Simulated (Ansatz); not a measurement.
Method: DFT PBE, scalar-relativistic, plane waves, PAW in Ansatz. Settings: cutoff 420 eV, Γ-centred meshes spaced at most about 0.3 Å⁻¹, and about 0.25 Å⁻¹ or finer for metals (2π included), Gaussian smearing. No spin polarisation.

Temperature and zero-point effects are left out.

Compare these two cells of Li3H2, each relaxed at this level.

1.

```cif
data_structure
_symmetry_space_group_name_H-M 'C2/m'
_symmetry_Int_Tables_number 12
_cell_length_a 11.4020
_cell_length_b 2.7040
_cell_length_c 8.8457
_cell_angle_alpha 90.000
_cell_angle_beta 121.397
_cell_angle_gamma 90.000
_cell_volume 232.79
loop_
_atom_site_label
_atom_site_type_symbol
_atom_site_symmetry_multiplicity
_atom_site_Wyckoff_symbol
_atom_site_fract_x
_atom_site_fract_y
_atom_site_fract_z
_atom_site_occupancy
Li1 Li 4 i 0.86530 0.00000 0.52946 1
Li2 Li 4 i 0.64287 0.00000 0.20166 1
Li3 Li 4 i 0.89595 0.00000 0.15463 1
H1 H 4 i 0.01684 0.50000 0.29822 1
H2 H 4 i 0.74770 0.50000 0.36213 1
```

2.

```cif
data_structure
_symmetry_space_group_name_H-M 'R-3m:H'
_symmetry_Int_Tables_number 166
_cell_length_a 2.8284
_cell_length_b 2.8284
_cell_length_c 22.0054
_cell_angle_alpha 90.000
_cell_angle_beta 90.000
_cell_angle_gamma 120.000
_cell_volume 152.45
loop_
_atom_site_label
_atom_site_type_symbol
_atom_site_symmetry_multiplicity
_atom_site_Wyckoff_symbol
_atom_site_fract_x
_atom_site_fract_y
_atom_site_fract_z
_atom_site_occupancy
Li1 Li 3 a 0.00000 0.00000 0.00000 1
Li2 Li 6 c 0.33333 0.66667 0.89350 1
H1 H 6 c 0.66667 0.33333 0.72076 1
```

**Question.** Which form is favoured at zero pressure, and by what margin per atom?

**Answer.** Cell 2 is lower, by 42 meV/atom. Cell 1 has space group C2/m (No. 12), 11.6 Å³/atom and no gap on its mesh; cell 2 has the anti-tetradymite type, space group R-3m (No. 166), 10.2 Å³/atom and no gap. Counting H atoms around Li (those within 1.25 times the shortest such distance or 1.15 times the sum of covalent radii, 1.27 where that leaves under three; a slash parts the counts of unlike sites), cell 1 has Li 2/3/5 and cell 2 has Li 3/6. The denser one is the lower, and pressure would at first widen the difference. In cell 1, Li on its first site is surrounded by 5 H at 1.94–1.97 Å; Li on its second site has 2 H at 1.87 Å and 1 H at 2.02 Å; H on its first site is surrounded by 5 Li at 1.88–2.02 Å; 2 more sites not described. In cell 2, Li on a site of symmetry -3m has 6 H at 2.02 Å; Li on a site of symmetry 3m is surrounded by 3 H at 2.00 Å; H is surrounded by 6 Li at 2.00–2.02 Å. Both come from invented guesses.

With hydrogen, zero-point motion can shift such differences by 10 meV/atom or more. Cells relaxed within their symmetry can be saddle points.
